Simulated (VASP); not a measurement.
KBr: band structure with PBE-EpsX

The system is KBr.

```xyz
2
Lattice="0.0000 3.2799 3.2799 3.2799 0.0000 3.2799 3.2799 3.2799 0.0000" Properties=species:S:1:pos:R:3 pbc="T T T"
K     0.0000    0.0000    0.0000
Br    3.2799    3.2799    3.2799
```

| Item | Value |
| --- | --- |
| Program | VASP 6.6.1 |
| Task | band structure |
| Functional | PBE-EpsX |
| Potentials or basis | VASP PAW PBE potentials, release 64 (K_sv, Br) |
| Cutoff | 520 eV |
| k mesh | 4 × 4 × 4 |
| Occupations | gaussian, width 0.03 eV |
| Spin | no spin polarisation |
| Grid for exact exchange (PRECFOCK) | Fast |
| Exchange at q = 0 | truncated |
| Share of exact exchange | 0.3884 |
| Further INCAR settings | ALGO = Normal; EDIFF = 1e-06 |

The pressure is 0.6 GPa. The band gap on the k mesh is 7.44 eV, direct and the band gap along the path is 7.44 eV, direct.

Levels at points of the mesh, in eV from the valence-band top:
| k point | band 5 | band 6 | band 7 | band 8 | band 9 | band 10 | band 11 | band 12 |
| --- | --- | --- | --- | --- | --- | --- | --- | --- |
| (0.00, 0.00, 0.00) | -12.54 | 0.00 | 0.00 | 0.00 | 7.44 | 10.91 | 10.91 | 10.91 |
| (0.50, 0.00, 0.00) | -12.26 | -1.34 | -0.38 | -0.38 | 9.58 | 11.60 | 13.49 | 13.55 |
| (0.50, 0.50, 0.00) | -12.58 | -0.95 | -0.34 | -0.34 | 8.87 | 10.45 | 12.76 | 13.11 |

Run time: 5.6 min on 4 MPI ranks on Intel(R) Xeon(R) Platinum 8259CL CPU @ 2.50GHz (Skylake/Cascade Lake), on a shared host, peak memory 0.33 GiB a rank.

Caveat: the PAW data sets were made with another functional, which shifts forces and pressure a little.
